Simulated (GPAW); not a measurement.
Ru:

```xyz
2
Lattice="2.7058 0.0000 0.0000 -1.3529 2.3433 0.0000 0.0000 0.0000 4.2819" Properties=species:S:1:pos:R:3 pbc="T T T"
Ru    1.3529    0.7811    3.2114
Ru    0.0000    1.5622    1.0705
```

```yaml
Program: GPAW 26.7.0
Task: single point
Functional: PBEsol
Potentials_or_basis: PAW data sets generated in the run's folder for this functional
Cutoff: 600 eV
Basis: pw
k_mesh: 11 × 11 × 6
Occupations: fermi-dirac, width 0.05 eV
Spin: no spin polarisation
```

On this cell: pressure -7.0 GPa; largest force under 0.003 eV/Å; band gap on the k mesh none (metal or under the smearing width).

The same run follows on a disturbed copy (atoms moved at random, drawn with an rms of 0.05 Å):

```
CELL_PARAMETERS angstrom
2.70580 0.00000 0.00000
-1.35290 2.34329 0.00000
0.00000 0.00000 4.28190
ATOMIC_POSITIONS crystal
Ru 0.67236 0.34385 0.74518
Ru 0.32157 0.68043 0.24367
```

Question: What changes?

Answer: The energy (extrapolated to zero smearing) moves by +4.6 meV/atom; pressure -6.8 GPa; largest force 0.342 eV/Å; band gap on the k mesh none (metal or under the smearing width).

Forces on the atoms (eV/Å):
```
Ru  -0.330  0.049 -0.076
Ru   0.330 -0.049  0.076
```

Stress tensor (GPa, compression positive):
```
-6.96  0.93  0.05
 0.93 -6.61 -0.01
 0.05 -0.01 -6.91
```
